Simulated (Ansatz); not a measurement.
Pb under changes of volume

One of the cells (30.323 Å³/atom); the others are scaled copies at fixed shape and fractional positions:

```
CELL_PARAMETERS angstrom
0.00000 2.47502 2.47502
2.47502 0.00000 2.47502
2.47502 2.47502 0.00000
ATOMIC_POSITIONS crystal
Pb 0.00000 0.00000 0.00000
```

- Program: Ansatz 0.2.0
- Functional: BLYP
- Dispersion: D3(BJ)
- Potentials or basis: Ansatz PAW
- Cutoff: 420 eV (not typed: the program's choice for these potentials)
- k mesh: 9 × 9 × 9
- Occupations: fermi-dirac, width 0.05 eV
- Spin: no spin polarisation

```csv
volume (Å³/atom),energy over the lowest point (meV/atom),pressure (GPa)
28.503,24.69,3.9
29.110,12.21,2.7
29.716,4.32,1.5
30.323,0.43,0.6
30.929,0.00,-0.3
31.535,2.60,-1.1
32.142,?,?
```

Problem. What does the run at 32.142 Å³/atom give?

Solution. Energy over the lowest point 8.00 meV/atom; pressure -1.8 GPa.

Worked out: A Birch-Murnaghan fit of order 3 (a polynomial in V^(-2/3)) to the other rows has its minimum at 30.70 Å³/atom with B0 = V·E''(V) = 43 GPa and B' = 6.1. It gives 7.83 meV/atom at 32.142 Å³/atom, against the run's 8.00, and -dE/dV = -1.7 GPa, against -1.8.

Energies are extrapolated to zero smearing.

Caveats: pairwise dispersion overbinds metals, which lowers pressure and volume; the PAW data sets come from PBE, with cores solved anew for the run's functional, which leaves a small shift of forces and pressure.
